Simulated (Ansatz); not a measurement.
Input and command of a plane-wave DFT calculation in Ansatz:

```yaml
crystal:
  lattice:
    - [0.0, -1.8148741278, -1.8148741278]
    - [0.0, 1.8148741278, -1.8148741278]
    - [3.6297482556, 0.0, 0.0]
  atoms:
    - { symbol: Cu, position: [0.4471168763, 0.4644734244, 0.4273031795] }
    - { symbol: Cu, position: [0.0528831237, 0.0355265756, 0.0726968205] }
basis:
  ecutwfc: 420
kpoints:
  mp_grid: { grid: [14, 14, 10] }
hamiltonian:
  xc: pbe
scf:
  occupations: { method: gaussian, width: 0.15 }
output:
  forces: true
  stress: true
  eigenvalues: true
```

```bash
ansatz run input.yaml --threads 1 --pin off --max-ram 2560MiB --backend cpu --events-out ev --progress --plain --runs-dir out
```

Processor: AMD EPYC 9R45 96-Core Processor (Zen 5), 1 thread, on a host shared with other jobs.

Q: Estimate time, memory and problem size.

A: About 8.4 s on 1 thread of AMD EPYC 9R45 96-Core Processor (Zen 5), on a shared host, peak memory 0.73 GiB. It solves 23 bands at 984 k points (the mesh reduced by the symmetry that the task leaves, which can be less than the crystal's) with about 481 plane waves, in 6 SCF iterations.
